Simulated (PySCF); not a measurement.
Species: C4H10O.
SMILES: `CC(C)(C)O`

Method used: TDDFT B3LYP/def2-SVPD, vertical, gas phase, core orbitals frozen in the response (PySCF). Isolated species at its PBE0-D3(BJ)/def2-SVP geometry, gas phase. Torsions of this conformer, `[CH3:1][C:2]([CH3:3])([CH3:4])[OH:5]`: H–O5–C2–C1 -61°.

```csv
state,λ (nm),E (eV),f,"main configurations (H = HOMO, L = LUMO)"
S1,185.4,6.69,0.024,H→L (95%)
S2,159.5,7.77,0.011,H→L+1 (93%)
S3,153.7,8.07,0.064,H-1→L (98%)
S4,149.8,8.28,0.0051,H→L+2 (98%)
S5,149.5,8.30,0.0007,H→L+3 (93%)
S6,145.7,8.51,0.0015,H→L+4 (96%)
S7,140.5,8.82,0.0017,"H-2→L (88%), H→L+5 (10%)"
S8,139.0,8.92,0.063,"H→L+5 (87%), H-2→L (10%)"
S9,138.2,8.97,0.032,"H-3→L (65%), H-1→L+1 (30%)"
S10,136.6,9.08,0.060,H→L+6 (96%)
```

Triplets (Tamm–Dancoff): T1 6.48 eV, H→L (90%); T2 7.65 eV, H→L+1 (85%), H→L (9%); T3 7.86 eV, H-1→L (93%); T4 8.12 eV, H→L+2 (96%).

The lowest singlet lies at 6.69 eV (185 nm, vacuum ultraviolet) and is weak; its leading configuration is HOMO→LUMO (95%). The largest oscillator strength of a single state is 0.064. Löwdin shares by element: HOMO oxygen 61%, carbon 29% or more; LUMO carbon 26% or more, oxygen 14%, hydrogen 11% or more (atoms not listed hold the other 49%). Weighted by f, the mean energy of these states is 8.49 eV. The listed states span 2.39 eV, and the widest gap between neighbours is 1.09 eV (S1 to S2). Orbital energies (eV): HOMO-3 -9.86, HOMO-2 -9.63, HOMO-1 -8.87, HOMO -7.61, LUMO 0.13, LUMO+1 1.19, LUMO+2 1.44. All these states lie below the vertical ionisation energy of 10.11 eV (ΔSCF). Singlets were solved by full linear response, triplets in the Tamm–Dancoff approximation.
